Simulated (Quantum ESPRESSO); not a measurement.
# InP under changes of volume

One of the cells (25.167 Å³/atom); the others are scaled copies at fixed shape and fractional positions:

```
CELL_PARAMETERS angstrom
0.00000 2.93050 2.93050
2.93050 0.00000 2.93050
2.93050 2.93050 0.00000
ATOMIC_POSITIONS crystal
In 0.00000 0.00000 0.00000
P 0.75000 0.75000 0.75000
```

```yaml
Program: Quantum ESPRESSO 7.5
Functional: PBE
Potentials_or_basis: PseudoDojo 0.5 SR PBE standard
Cutoff: 952 eV
Density_cutoff: 3810 eV
k_mesh: 8 × 8 × 8
Occupations: fermi-dirac, width 0.05 eV
Spin: no spin polarisation
```

```tsv
volume (Å³/atom)	energy over the lowest point (meV/atom)	pressure (GPa)	gap on the mesh (eV)
23.657	68.83	8.7	1.05
24.160	44.59	6.8	0.93
24.663	?	?	?
25.167	13.03	3.4	0.71
25.670	4.60	2.0	0.60
26.173	0.40	0.7	0.50
26.677	0.00	-0.4	0.39
```

Problem. What does the run at 24.663 Å³/atom give?

Solution. Energy over the lowest point 26.19 meV/atom; pressure 5.0 GPa; gap on the mesh 0.82 eV.

Worked out: A Birch-Murnaghan fit of order 3 (a polynomial in V^(-2/3)) to the other rows has its minimum at 26.48 Å³/atom with B0 = V·E''(V) = 60 GPa and B' = 4.6. It gives 26.20 meV/atom at 24.663 Å³/atom, against the run's 26.19, and -dE/dV = 5.0 GPa, against 5.0. A straight line through the other rows of the gap, of slope -5.46 eV per unit of ln V (its deformation potential), gives 0.82 eV, against the run's 0.82.

Energies are extrapolated to zero smearing.

Caveats: spin-orbit coupling is left out, which moves the levels of the heavy elements.
